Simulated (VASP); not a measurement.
# In2O3 (R-3c) in VASP: notebook, part 4 of 4

VASP 6.6.1. Earlier steps stand in the parts before.

## 6. Relaxation of cell and atoms, LDA, target pressure 30 GPa, at which the enthalpy is minimised

This run uses another cell than the first one, of 11.28 Å³/atom, 0.895 times its volume.

Contents of INCAR:

```
PREC = Accurate
ENCUT = 600
EDIFF = 1E-6
ISMEAR = -1
SIGMA = 0.05
LREAL = False
LASPH = True
NELM = 100
ALGO = Normal
ISIF = 3
LWAVE = False
LCHARG = False
GGA = CA
IBRION = 2
NSW = 40
EDIFFG = -0.01
PSTRESS = 300
KPAR = 8
```

Contents of KPOINTS:

```
regular mesh
0
Gamma
  6 6 6
```

Contents of POSCAR:

```
In2O3                                   
1.0
    2.6836119689      1.5493840927      4.5229266069
   -2.6836119689      1.5493840927      4.5229266069
    0.0000000000     -3.0987681852      4.5229266068
  In              O             
     4     6
Direct
     0.3615444498686116    0.3615444498686116    0.3615444498686161
     0.1384555501313883    0.1384555501313883    0.1384555501313839
     0.6384555501313883    0.6384555501313883    0.6384555501313840
     0.8615444498686117    0.8615444498686117    0.8615444498686160
     0.5429144712139420    0.9570855287860580    0.2500000000000000
     0.2500000000000000    0.5429144712139419    0.9570855287860578
     0.9570855287860581    0.2500000000000000    0.5429144712139422
     0.4570855287860581    0.0429144712139419    0.7500000000000000
     0.7499999999999999    0.4570855287860581    0.0429144712139422
     0.0429144712139420    0.7500000000000001    0.4570855287860578
```

Potentials or basis: VASP PAW LDA potentials, release 64 (In_d, O).

The run is started by

```console
> cat potpaw_LDA.64/In_d/POTCAR potpaw_LDA.64/O/POTCAR > POTCAR
> mpirun -np 8 vasp_std > vasp.out
```

OUTCAR:

```text
PREC = Accurate
   ENCUT = 600
   EDIFF = 1E-6
   ISMEAR = -1
   LREAL = False
   LASPH = True
   NELM = 100
   ISIF = 3
   GGA = CA
   IBRION = 2
   NSW = 40
   EDIFFG = -0.01
   PSTRESS = 300

 ion  position               nearest neighbor table
   1  0.362  0.362  0.362-   8 2.05  10 2.05   9 2.05   6 2.18   5 2.18   7 2.18   2 3.03   3 3.19
                             3 3.19   3 3.19   2 3.44   2 3.44   2 3.44   3 3.76   4 3.84   4 3.84
   2  0.138  0.138  0.138-   8 2.05   9 2.05  10 2.05   7 2.18   5 2.18   6 2.18   1 3.03   4 3.19
                             4 3.19   4 3.19   1 3.44   1 3.44   1 3.44   4 3.76   3 3.84   3 3.84
   3  0.638  0.638  0.638-   5 2.05   7 2.05   6 2.05   9 2.18   8 2.18  10 2.18   4 3.03   1 3.19
                             1 3.19   1 3.19   4 3.44   4 3.44   4 3.44   1 3.76   2 3.84   2 3.84
   4  0.862  0.862  0.862-   5 2.05   6 2.05   7 2.05  10 2.18   8 2.18   9 2.18   3 3.03   2 3.19
                             2 3.19   2 3.19   3 3.44   3 3.44   3 3.44   2 3.76   1 3.84   1 3.84
   5  0.543  0.957  0.250-   3 2.05   4 2.05   1 2.18   2 2.18
   6  0.250  0.543  0.957-   4 2.05   3 2.05   1 2.18   2 2.18
   7  0.957  0.250  0.543-   3 2.05   4 2.05   2 2.18   1 2.18
   8  0.457  0.043  0.750-   1 2.05   2 2.05   3 2.18   4 2.18
   9  0.750  0.457  0.043-   2 2.05   1 2.05   3 2.18   4 2.18
  10  0.043  0.750  0.457-   1 2.05   2 2.05   4 2.18   3 2.18

  LATTYP: Found a trigonal (rhomboedric) cell.
 ALAT       =     5.4826297849
 COS(alpha) =     0.5208278220

  Lattice vectors:
[... 334 lines left out ...]

[... ionic steps 4 to 11 ...]

--------------------------------------- Ionic step       12  -------------------------------------------

 number of electron      87.9999989 magnetization

------------------------ aborting loop because EDIFF is reached ----------------------------------------
[... 87 lines left out ...]
--------------------------------------- Ionic step       14  -------------------------------------------

 number of electron      87.9999989 magnetization

 Free energy of the ion-electron system (eV)
  ---------------------------------------------------
  ext. energy  EPLUGINS =         0.00000000
  ---------------------------------------------------
  free energy    TOTEN  =       -62.30762127 eV

  energy without entropy =      -62.30762127  energy(sigma->0) =      -62.30762127

 E-fermi :   8.4834     XC(G=0): -12.6136

 val. band max:        7.4075976020   @ k =   0.3333  -0.0000  -0.0000
 cond. band min:       9.3493620982   @ k =   0.0000   0.0000   0.0000
 fundamental gap:      1.9417644961
 Fermi energy:         8.4834243277

 k-point     1 :       0.0000    0.0000    0.0000
  band No.  band energies     occupation
      1     -11.1699      2.00000
      2      -9.8377      2.00000
      3      -9.8377      2.00000
      4      -9.6075      2.00000
      5      -9.6075      2.00000
      6      -9.3631      2.00000
[... 1309 lines left out ...]
     51      17.0447      0.00000
     52      17.6973      0.00000

 [... further k-points ...]

------------------------ aborting loop because EDIFF is reached ----------------------------------------

  FORCE on cell =-STRESS in cart. coord.  units (eV):
  Direction    XX          YY          ZZ          XY          YZ          ZX
  --------------------------------------------------------------------------------------
  -------------------------------------------------------------------------------------
  Total       20.2900482     20.2900482     20.3099137     -0.0000000      0.0000000     -0.0000000
  in kB      299.8051432    299.8051432    300.0986742     -0.0000000      0.0000000     -0.0000000
  external PRESSURE =      -0.0970131 kB  Pullay stress =     300.0000000 kB
[... 29 lines left out ...]
  energy  without entropy=      -62.3076212705  energy(sigma->0) =      -62.30762127

  enthalpy is  TOTEN    =       -42.0043856355 eV   P V=       20.3032356356

 reached required accuracy - stopping structural energy minimisation
```

OSZICAR:

```text
N       E                     dE             d eps       ncg     rms          rms(c)
DAV:   1     0.136309868746E+04    0.13631E+04   -0.45477E+04  3380   0.279E+03
DAV:   2     0.219682691147E+03   -0.11434E+04   -0.11061E+04  3452   0.731E+02
DAV:   3    -0.495122616634E+02   -0.26919E+03   -0.26129E+03  3672   0.307E+02
[... 122 lines left out ...]
DAV:   2    -0.623076735249E+02   -0.20001E-05   -0.31656E-03  4912   0.436E-01    0.485E-02
DAV:   3    -0.623076295748E+02    0.43950E-04   -0.13649E-04  4792   0.116E-01    0.291E-02
DAV:   4    -0.623076215441E+02    0.80307E-05   -0.26616E-05  4936   0.678E-02    0.133E-02
DAV:   5    -0.623076213814E+02    0.16275E-06   -0.10366E-05  3648   0.245E-02    0.957E-03
DAV:   6    -0.623076212711E+02    0.11027E-06   -0.83773E-07  1980   0.590E-03
  14 F= -.42004386E+02 E0= -.42004386E+02  d E =-.170262E-03
```

Run time: 8.2 min. Hardware: 8 MPI ranks of Intel Xeon Platinum 8488C (Sapphire Rapids), shared host; peak memory 0.39 GiB.

What came out:

* Free energy: -62.3076 eV
* Relaxed volume: 10.84 Å³/atom
* Relaxed cell: a = 5.363 Å, b = 5.363 Å, c = 5.363 Å, α = 59.73°, β = 59.73°, γ = 59.73°
* Space group after relaxing (to 0.05 Å): R-3c (No. 167)
* Energy change on relaxing (the enthalpy is what falls): +68.5 meV/atom
* Ionic steps: 14
* Pressure after relaxing: 30.0 GPa
* Band gap on the k mesh: 1.94 eV, indirect (least direct gap 1.96 eV)

Step by step:
```csv
step,energy change (eV),largest force (eV/Å),pressure (GPa),volume (Å³)
1,0.0000,0.0078,20.04,112.84
2,2.5063,0.4799,55.56,101.76
3,0.5629,0.1248,29.79,109.19
4,0.5763,0.1279,29.94,109.12
5,0.5901,0.1308,30.16,109.05
6,0.6066,0.1261,30.18,108.92
7,0.6685,0.1158,30.19,108.53
8,0.6875,0.1132,30.17,108.43
9,0.6539,0.1335,29.37,108.61
10,0.6707,0.0400,29.81,108.51
11,0.7169,0.0163,30.48,108.26
12,0.6981,0.0269,30.21,108.36
13,0.6726,0.0267,29.79,108.50
14,0.6849,0.0017,29.99,108.43
```

Final structure:
```
In O
1.0
     2.67089    1.54204    4.38785
    -2.67089    1.54204    4.38785
     0.00000   -3.08408    4.38785
In O
4 6
Direct
  0.36404 0.36404 0.36404
  0.13596 0.13596 0.13596
  0.63596 0.63596 0.63596
  0.86404 0.86404 0.86404
  0.54115 0.95885 0.25000
  0.25000 0.54115 0.95885
  0.95885 0.25000 0.54115
  0.45885 0.04115 0.75000
  0.75000 0.45885 0.04115
  0.04115 0.75000 0.45885
```

Caveat: the cell is relaxed towards a set pressure, so the enthalpy falls and the energy may rise; spin-orbit coupling is left out, which moves the levels of the heavy elements. A k mesh can miss the band edges.

## 7. Summary

| cell | target pressure | gap on the mesh (eV) | pressure (GPa) | largest force (eV/Å) |
| --- | --- | --- | --- | --- |
| relaxed | - | 1.30 | 0.1 | - |
| relaxed to 5 GPa | 5 GPa | 1.45 | 4.9 | 0.01 |
| relaxed to 10 GPa | 10 GPa | 1.59 | 10.0 | 0.01 |
| relaxed to 20 GPa | 20 GPa | 1.80 | 20.0 | 0.01 |
| relaxed to 30 GPa | 30 GPa | 1.94 | 30.0 | - |

Alike in all rows: task relaxation of cell and atoms; level LDA; potentials or basis VASP PAW LDA potentials, release 64 (In_d, O); no spin polarisation; k mesh 6 × 6 × 6; cutoff (eV) 600; smearing fermi-dirac 0.05 eV.

Caveats: spin-orbit coupling is left out, which moves the levels of the heavy elements; the cell is relaxed towards a set pressure, so the enthalpy falls and the energy may rise (some runs).

Total energies depend on the potentials used, so only differences within one code and one set of settings carry meaning.
